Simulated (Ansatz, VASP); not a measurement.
**Na2HF: VASP beside Ansatz**

The input INCAR:

```
ALGO     = Normal         # electronic algorithm
EDIFF    = 1E-6           # SCF threshold, eV
ENCUT    = 520            # plane-wave cutoff, eV
GGA      = PE             # functional
ISIF     = 2              # what is computed and relaxed
ISMEAR   = 0              # smearing method
LASPH    = T              # aspherical terms in the spheres
LCHARG   = T              # write CHGCAR
LELF     = T              # ELF
LREAL    = F              # projectors in reciprocal space
LVHAR    = T            
LWAVE    = F              # write WAVECAR
NBANDS   = 19             # bands
NELM     = 100            # most SCF steps
PREC     = Accurate       # precision mode
SIGMA    = 0.02           # smearing width, eV
```

File KPOINTS:

```
k-points
0
Gamma
  9 9 4
```

File POSCAR:

```
Na2HF
1.0
    3.2934277719      0.0000000000      0.0000000000
   -1.6467138859      2.8521921160      0.0000000000
    0.0000000000      0.0000000000      5.7808303234
Na H F
2 1 1
Direct
    0.6666666667      0.3333333333      0.2538019910
    0.6666666667      0.3333333333      0.7461980090
    0.0000000000      0.0000000000      0.0000000000
    0.3333333333      0.6666666667      0.5000000000
```

Input for Ansatz:

```yaml
crystal:
  lattice:
    - [3.2934277719, 0.0, 0.0]
    - [-1.6467138859, 2.852192116, 0.0]
    - [0.0, 0.0, 5.7808303234]
  atoms:
    - { symbol: Na, position: [0.6666666667, 0.3333333333, 0.253801991] }
    - { symbol: Na, position: [0.6666666667, 0.3333333333, 0.746198009] }
    - { symbol: H, position: [0.0, 0.0, 0.0] }
    - { symbol: F, position: [0.3333333333, 0.6666666667, 0.5] }
basis:
  ecutwfc: 420
kpoints:
  mp_grid: { grid: [9, 9, 4] }
  band_path: { path: [VBM, CBM], npoints: 2 }
hamiltonian:
  xc: pbe
scf:
  occupations: { method: gaussian, width: 0.02 }
output:
  forces: false
  stress: false
  eigenvalues: true
checkpoint:
  read: start.run
  write: ck
  compress: false
  write_wavefunctions: false
  write_every: 100000
```

The cell was built by a generator and needn't be a form met in nature.

Alike in both runs: task single point; functional PBE; k mesh 9 × 9 × 4; occupations gaussian, width 0.02 eV; no spin polarisation.

```csv
,VASP,Ansatz
version,VASP 6.6.1,Ansatz 0.2.0
potentials or method,"VASP PAW PBE potentials, release 64 (Na_pv, H, F)","scalar-relativistic, plane waves, PAW"
plane-wave cutoff (eV),520,420
valence electrons in the cell,22,26
```

```tsv
	VASP	Ansatz	Ansatz less VASP
gap on the k mesh at the Fermi level (eV)	3.19	3.20	+0.005
least direct gap on the mesh (eV)	5.12	5.12	+0.001
```

With one functional, cell and mesh, what is left measures potentials, basis and numerics. The two sets of potentials don't hold the same shells in valence.

Caveats: an odd mesh through Γ misses points on the zone boundary, where band edges often lie. Expect the measured gap to be larger: semilocal functionals such as PBE lack the derivative discontinuity.
